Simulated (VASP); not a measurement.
PbSe (Clausthalite), 2 atoms in the cell. The structure is cubic, space group Fm-3m (No. 225). The conventional cell has a = 6.121 Å, b = 6.121 Å, c = 6.121 Å, α = 90.00°, β = 90.00°, γ = 90.00°. Around Pb (site symmetry m-3m) lie 6 Se at 3.06 Å. Se (site symmetry m-3m) is surrounded by 6 Pb at 3.06 Å. 

```yaml
Program: VASP 6.6.1
Task: relaxation of cell and atoms
Functional: rev-vdW-DF2
Potentials_or_basis: VASP PAW PBE potentials, release 64 (Pb_d, Se)
Cutoff: 600 eV
k_mesh: 8 × 8 × 8
Occupations: fermi-dirac, width 0.05 eV
Spin: no spin polarisation
Further_INCAR_settings: ALGO = Fast; EDIFF = 1e-06; IBRION = 2; EDIFFG = -0.005; NSW = 60; ISIF = 3
```

Potentials or basis: VASP PAW PBE potentials, release 64 (Pb_d, Se).

Launch:

```sh
$ cat potpaw_PBE.64/Pb_d/POTCAR potpaw_PBE.64/Se/POTCAR > POTCAR
$ mpirun -np 1 vasp_std > vasp.out
```

Hardware: 1 thread of AMD EPYC 7R13 Processor (Zen 3) (shared host).

Q: Estimate the wall time of this run.

A: Run time: 4.8 min on 1 thread of AMD EPYC 7R13 Processor (Zen 3), with other jobs on the host, peak memory 0.45 GiB. Counts: scf iterations 32, k points 29, ion steps 3.
